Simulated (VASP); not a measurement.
Runs of VASP 6.6.1 on Zr. Symmetry: Im-3m, No. 229, cubic system. Conventional cell: a = 3.582 Å, b = 3.582 Å, c = 3.582 Å, α = 90.00°, β = 90.00°, γ = 90.00°. Zr (site symmetry m-3m) has 8 Zr at 3.10 Å as nearest neighbours. This isn't the form of Zr at room conditions, which is hcp.

```csv
task,level,potentials or basis,cell,k mesh,cutoff (eV),mesh quality,gap on the mesh (eV),pressure (GPa),relaxed volume (Å³/atom)
relaxation of cell and atoms,PBEsol,"VASP PAW PBE potentials, release 64 (Zr_sv)",relaxed,16 × 16 × 16,600,not flagged,none,0.0,21.86
relaxation of cell and atoms,PBEsol,"VASP PAW PBE potentials, release 64 (Zr_sv)",relaxed,16 × 16 × 16,300,not flagged,none,0.0,(a)
single point,PBEsol,"VASP PAW PBE potentials, release 64 (Zr_sv)",as given,16 × 16 × 16,520,not flagged,none,-4.3,-
relaxation of cell and atoms,RPBE,"VASP PAW PBE potentials, release 64 (Zr_sv)",relaxed,16 × 16 × 16,600,not flagged,none,0.0,23.45
relaxation of cell and atoms,PBEsol,"VASP PAW PBE potentials, release 64 (Zr_sv)",relaxed,16 × 16 × 16,580,not flagged,none,0.0,21.85
relaxation of cell and atoms,PBEsol,"VASP PAW PBE potentials, release 64 (Zr_sv)",relaxed,6 × 6 × 6,600,coarse,none,0.0,21.70
relaxation of cell and atoms,LDA,"VASP PAW LDA potentials, release 64 (Zr_sv)",relaxed,16 × 16 × 16,600,not flagged,none,0.0,(b)
```

Alike in all rows: no spin polarisation; smearing gaussian 0.1 eV.

**Question.** Fill in the values left out.

**Answer.** (a) 21.66; (b) 21.13.

Caveats: some runs use coarse meshes; the PAW data sets were made with another functional, which shifts forces and pressure a little (some runs).

A k mesh can miss the band edges, and the runs leave out spin-orbit coupling on Zr.

A gap of «none» marks a metal or a gap under the smearing width.

Runs at the PBE level aren't shown here.
